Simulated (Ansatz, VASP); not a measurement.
**Au in VASP and in Ansatz**

INCAR

```
SYSTEM = Au
ALGO = Fast ; EDIFF = 1E-6
ENCUT = 520 ; GGA = PS
ISIF = 2 ; ISMEAR = 0
LASPH = .TRUE. ; LCHARG = .FALSE.
LREAL = .FALSE. ; LWAVE = .FALSE.
NBANDS = 12 ; NELM = 80
PREC = Accurate ; SIGMA = 0.15
```

File KPOINTS:

```
k-points
0
G
  20 20 20
  0 0 0
```

The input POSCAR:

```
Au
1.0
    0.0000000000      1.8818600000      1.8818600000
    1.8818600000      0.0000000000      1.8818600000
    1.8818600000      1.8818600000      0.0000000000
Au
1
Direct
    0.0000000000      0.0000000000      0.0000000000
```

Input for Ansatz:

```yaml
crystal:
  lattice:
    - [0.0, 1.88186, 1.88186]
    - [1.88186, 0.0, 1.88186]
    - [1.88186, 1.88186, 0.0]
  atoms:
    - { symbol: Au, position: [0.0, 0.0, 0.0] }
basis:
  ecutwfc: 420
kpoints:
  mp_grid: { grid: [20, 20, 20] }
hamiltonian:
  xc: pbesol
scf:
  occupations: { method: gaussian, width: 0.15 }
output:
  forces: true
  stress: true
  eigenvalues: true
```

Change from the starting cell: strain -0.080 along x and y, -0.080 along z, atoms carried along.

Alike in both runs: task single point; functional PBEsol; k mesh 20 × 20 × 20; occupations gaussian, width 0.15 eV; no spin polarisation.

|  | VASP | Ansatz |
| --- | --- | --- |
| version | VASP 6.6.1 | Ansatz 0.2.0 |
| potentials or method | VASP PAW PBE potentials, release 64 (Au) | scalar-relativistic, plane waves, PAW |
| plane-wave cutoff (eV) | 520 | 420 |
| valence electrons in the cell | 11 | 19 |

|  | VASP | Ansatz | Ansatz less VASP |
| --- | --- | --- | --- |
| gap on the k mesh at the Fermi level (eV) | none | none | - |
| pressure (GPa) | 85.0 | 85.2 | +0.20 |

A gap of «none» marks a metal or a gap that the smearing closes. The two sets of potentials don't hold the same shells in valence.

Caveats: the cell as given lies far from equilibrium; so large a pressure means that the cell lies far from this level's equilibrium, or that cutoff or potentials fall short (VASP); the potentials were made for another functional, which shifts forces and pressure (VASP). Spin-orbit coupling is left out, which matters for the levels of Au.
